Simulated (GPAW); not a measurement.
# AlNi (Pm-3m) in GPAW: a series of runs, part 2 of 3

GPAW 26.7.0.

## 4. Band structure, PBEsol+U, collinear spin, ferromagnetic start

run.py reads:

```python
from ase import Atoms
from ase.dft.bandgap import bandgap
from ase.io import write
from ase.units import GPa
from gpaw import GPAW, PW, setup_paths

setup_paths.insert(0, '.')

atoms = Atoms(['Ni', 'Al'],
              cell=[[2.881, 0.0, 0.0],
                    [0.0, 2.881, 0.0],
                    [0.0, 0.0, 2.881]],
              scaled_positions=[[0.5, 0.5, 0.5],
                                [0.0, 0.0, 0.0]],
              pbc=True)
atoms.set_initial_magnetic_moments([1.0, 0.0])

calc = GPAW(mode=PW(600),
            xc='PBEsol',
            kpts={'size': (9, 9, 9), 'gamma': True},
            occupations={'name': 'fermi-dirac', 'width': 0.05},
            setups={'Ni': ':d,2.0'},
            nbands=20,
            convergence={'density': 1e-05, 'energy': 1e-05},
            maxiter=150,
            txt='gpaw.txt')
atoms.calc = calc
energy = atoms.get_potential_energy()
forces = atoms.get_forces()
stress = atoms.get_stress()
calc.write('gs.gpw')
write('result.traj', atoms)
print(f'Energy: {energy:.6f} eV')
print('Forces (eV/A):')
print(forces.round(4))
print('Stress (GPa):', (stress / GPa).round(3))
print('Moments:', calc.get_magnetic_moments().round(3))
print('Fermi level:', round(calc.get_fermi_level(), 4), 'eV')
print(f'Gap: {bandgap(calc)[0]:.4f} eV, direct: {bandgap(calc, direct=True)[0]:.4f} eV')

path = atoms.cell.bandpath('GXMGRX,MR', npoints=60, eps=1e-4)
bs_calc = calc.fixed_density(kpts=path, symmetry='off', nbands=30,
                             convergence={'bands': 'CBM+6.0', 'eigenstates': 1e-6}, txt='bands.txt')
bs = bs_calc.band_structure()
bs.write('bs.json')
print(f'Gap on the path: {bandgap(bs_calc)[0]:.4f} eV')
```

The run is started by

```bash
> gpaw-setup -f PBEsol Al Ni
> OMP_NUM_THREADS=1 python run.py
```

Run time: 58 s. Hardware: 1 thread of Arm Neoverse V1, shared host; peak memory 0.23 GiB.

The run converged. Its results:

```
Free energy             : -12.1993 eV
Pressure                : -3.7 GPa
Band gap along the path : none (metal or under the smearing width)
Net moment              : 0.00 μB per cell
```

Levels at the corners of the path, in eV from the Fermi level:
Spin up:
```
point  band 6  band 7  band 8  band 9  band 10  band 11  band 12  band 13
    Γ   -3.39   -1.69   -1.69   -1.69     5.57     5.57     5.57     8.25
    X   -2.92   -2.41   -2.41   -1.60    -0.72     8.34    10.08    10.08
    M   -2.83   -2.83   -2.24   -2.24    -1.13     1.55     2.55    12.30
    Γ   -3.39   -1.69   -1.69   -1.69     5.57     5.57     5.57     8.25
    R   -4.24   -1.10   -1.10    2.07     2.07     2.07     3.73     4.57
    X   -2.92   -2.41   -2.41   -1.60    -0.72     8.34    10.08    10.08
    M   -2.83   -2.83   -2.24   -2.24    -1.13     1.55     2.55    12.30
    R   -4.24   -1.10   -1.10    2.07     2.07     2.07     3.73     4.57
```
Spin down:
```
point  band 7  band 8  band 9  band 10  band 11  band 12
    Γ   -1.69   -1.69   -1.69     5.57     5.57     5.57
    X   -2.41   -2.41   -1.60    -0.72     8.34    10.08
    M   -2.83   -2.24   -2.24    -1.13     1.55     2.55
    Γ   -1.69   -1.69   -1.69     5.57     5.57     5.57
    R   -1.10   -1.10    2.07     2.07     2.07     3.73
    X   -2.41   -2.41   -1.60    -0.72     8.34    10.08
    M   -2.83   -2.24   -2.24    -1.13     1.55     2.55
    R   -1.10   -1.10    2.07     2.07     2.07     3.73
```

Caveat: the stock nickel data set gives pressures a few GPa off other programs; the U is typed as a test and isn't derived for this compound.

## 5. Band structure, PBEsol+U, collinear spin, ferromagnetic start

Edit run.py of step 4 so:

```diff
@@ -21,3 +21,3 @@
             occupations={'name': 'fermi-dirac', 'width': 0.05},
-            setups={'Ni': ':d,2.0'},
+            setups={'Ni': ':d,3.0'},
             nbands=20,
```

Potentials or basis: PAW data sets generated in the run's folder for this functional, pw.

The run is started by

```bash
> gpaw-setup -f PBEsol Al Ni
> OMP_NUM_THREADS=1 python run.py
```

gpaw.txt:

```text
__  _  _
 | _ |_)|_||  |
 |__||  | ||/\| - 26.7.0

Input parameters:
  mode=PW(ecut=600.0),
  convergence={'density': 1e-05, 'energy': 1e-05},
  kpts=MonkhorstPack(size=(9, 9, 9), gamma=True),
  maxiter=150,
  nbands=20,
  occupations=Occupations(name='fermi-dirac', width=0.05),
  setups={'Ni': ':d,3.0'},
  xc=XC(name='PBEsol')

Diagonalizing LCAO Hamiltonian
Converting LCAO to pw mode
   .------.
  /|      |
 * |      |
 | | Ni   |
 | .------.
 |/      /
 Al-----*

Atoms  # Å, Bohr magnetons
|   | symbol |        x |        y |        z |    initial magnetic moments |
|---|--------|----------|----------|----------|-----------------------------|
| 0 |     Ni | 1.440500 | 1.440500 | 1.440500 | ( 0.0000,  0.0000,  1.0000) |
| 1 |     Al | 0.000000 | 0.000000 | 0.000000 | ( 0.0000,  0.0000,  0.0000) |

Unit cell  # Å
| periodic |        x |        y |        z |  lengths |    angles |
|----------|----------|----------|----------|----------|-----------|
|      yes | 2.881000 | 0.000000 | 0.000000 | 2.881000 | 90.000000 |
|      yes | 0.000000 | 2.881000 | 0.000000 | 2.881000 | 90.000000 |
|      yes | 0.000000 | 0.000000 | 2.881000 | 2.881000 | 90.000000 |

Number of symmetries: 48
Symmetry operations  # r_c * U_cc + t_c -> r_c
|    | kind |            matrix            |
|----|------|------------------------------|
|  0 |  E   |  1, 0, 0,  0, 1, 0,  0, 0, 1 |
|  1 |  σ   |  1, 0, 0,  0, 1, 0,  0, 0,-1 |
|  2 |  σ   |  1, 0, 0,  0, 0, 1,  0, 1, 0 |
[... 190 lines left out ...]
|iter:   8| |  -11.623880 | -4.44 | -2.40 |  +0.0181|
|iter:   9| |  -11.624083 | -5.52 | -2.99 |  +0.0139|
|iter:  10| |  -11.624137 | -6.34 | -3.44 |  +0.0084|
|iter:  11| |  -11.624160c| -6.18 | -3.67 |  +0.0001|
|iter:  12| |  -11.624160c| -7.65c| -4.72 |  -0.0000|
|iter:  13| |  -11.624160c| -7.87c| -5.13c|  +0.0000|

Converged in 13 steps
Energy contributions relative to reference atoms: (reference = -47922.716557)

Energy contributions:
  Kinetic:          17.045544
  Coulomb:         -11.223066
  Zero:              0.048362
  External:          0.000000
  Xc:              -17.491868
  Entropy:          -0.006263
  Spinorbit:         0.000000
  ----------------------------
  Free energy:     -11.627292
  Extrapolated:    -11.624160

dipole moment: (-4.927565, -4.927565, -4.927565)  # |e|*Ang

Total magnetic moment: (0.000000, 0.000000, 0.000005)

Local magnetic moments
|        x |        y |         z |
|----------|----------|-----------|
| 0.000000 | 0.000000 |  0.000004 |  # Ni   0
| 0.000000 | 0.000000 | -0.000002 |  # Al   1

Fermi level: 8.715
Eigenvalues  # (at kpt = [0.000, 0.000, 0.000])
| band index |      eig [eV] | occ [0-1] |      eig [eV] | occ [0-1] |
|------------|---------------|-----------|---------------|-----------|
|          0 |       -53.839 |     1.000 |       -53.839 |     1.000 |
|          1 |       -53.839 |     1.000 |       -53.839 |     1.000 |
|          2 |       -53.839 |     1.000 |       -53.839 |     1.000 |
|          3 |        -2.285 |     1.000 |        -2.285 |     1.000 |
|          4 |         5.273 |     1.000 |         5.273 |     1.000 |
|          5 |         5.273 |     1.000 |         5.273 |     1.000 |
[... 9 lines left out ...]
|         15 |        29.684 |     0.000 |        29.684 |     0.000 |
|         16 |        29.684 |     0.000 |        29.684 |     0.000 |
|        ... |               |           |               |           |
|         19 |        32.391 |     0.000 |        32.391 |     0.000 |

No gap
No difference between direct/indirect transitions

Forces  # eV/Ang
|        x |       y |       z |
|----------|---------|---------|
| -0.00000 | 0.00000 | 0.00000 |  # Ni   0
|  0.00000 | 0.00000 | 0.00000 |  # Al   1

Stress tensor  # eV/Ang^3
|        x |        y |        z |
|----------|----------|----------|
| 0.027632 | 0.000000 | 0.000000 |
| 0.000000 | 0.027632 | 0.000000 |
| 0.000000 | 0.000000 | 0.027632 |

# Writing to gs.gpw (mode='')
```

bands.txt:

```text
Diagonalizing LCAO Hamiltonian
Converting LCAO to pw mode
convergence criteria:
- Maximum integral of absolute [eigenst]ate change: 1e-06 eV^2 / valence electron
maximum number of iterations: 150

SCF iterations
|iter     | |      energy | eigst |  dens |  magmom |
[... 66 lines left out ...]
         [0.5       , 0.5       , 0.0625    ],
         [0.5       , 0.5       , 0.125     ],
         [0.5       , 0.5       , 0.1875    ],
         [0.5       , 0.5       , 0.25      ],
         [0.5       , 0.5       , 0.3125    ],
         [0.5       , 0.5       , 0.375     ],
         [0.5       , 0.5       , 0.4375    ],
         [0.5       , 0.5       , 0.5       ]])),
  maxiter=150,
  nbands=30,
  occupations=Occupations(name='fermi-dirac', width=0.05),
  setups={'Ni': ':d,3.0'},
  symmetry=Symmetry(point_group=False, time_reversal=False),
  xc=XC(name='PBEsol')
```

It took 59 s on 1 thread of Arm Neoverse V1, shared host; peak memory 0.23 GiB.

Results:

```yaml
Free_energy: -11.6273 eV
Pressure: -4.4 GPa
Band_gap_along_the_path: none (metal or under the smearing width)
Net_moment: 0.00 μB per cell
```

Levels at the corners of the path, in eV from the Fermi level:
Spin up:
```
point  band 5  band 6  band 7  band 8  band 9  band 10  band 11  band 12  band 13  band 14
    Γ   -3.44   -3.44   -1.77   -1.77   -1.77     5.63     5.63     5.63     8.28     8.28
    X   -6.68   -2.98   -2.48   -2.48   -1.68    -0.76     8.38    10.17    10.17    10.98
    M   -3.48   -2.76   -2.76   -2.31   -2.31    -1.19     1.61     2.54    12.34    15.20
    Γ   -3.44   -3.44   -1.77   -1.77   -1.77     5.63     5.63     5.63     8.28     8.28
    R   -4.29   -4.29   -1.15   -1.15    2.16     2.16     2.16     3.77     4.58     4.58
    X   -6.68   -2.98   -2.48   -2.48   -1.68    -0.76     8.38    10.17    10.17    10.98
    M   -3.48   -2.76   -2.76   -2.31   -2.31    -1.19     1.61     2.54    12.34    15.20
    R   -4.29   -4.29   -1.15   -1.15    2.16     2.16     2.16     3.77     4.58     4.58
```
Spin down:
| point | band 6 | band 7 | band 8 | band 9 | band 10 | band 11 | band 12 | band 13 |
| --- | --- | --- | --- | --- | --- | --- | --- | --- |
| Γ | -3.44 | -1.77 | -1.77 | -1.77 | 5.63 | 5.63 | 5.63 | 8.28 |
| X | -2.98 | -2.48 | -2.48 | -1.68 | -0.76 | 8.38 | 10.17 | 10.17 |
| M | -2.76 | -2.76 | -2.31 | -2.31 | -1.19 | 1.61 | 2.54 | 12.34 |
| Γ | -3.44 | -1.77 | -1.77 | -1.77 | 5.63 | 5.63 | 5.63 | 8.28 |
| R | -4.29 | -1.15 | -1.15 | 2.16 | 2.16 | 2.16 | 3.77 | 4.58 |
| X | -2.98 | -2.48 | -2.48 | -1.68 | -0.76 | 8.38 | 10.17 | 10.17 |
| M | -2.76 | -2.76 | -2.31 | -2.31 | -1.19 | 1.61 | 2.54 | 12.34 |
| R | -4.29 | -1.15 | -1.15 | 2.16 | 2.16 | 2.16 | 3.77 | 4.58 |

Caveat: the stock nickel data set gives pressures a few GPa off other programs; the U is typed as a test and isn't derived for this compound.

(Part 2 of 3 ends here.)
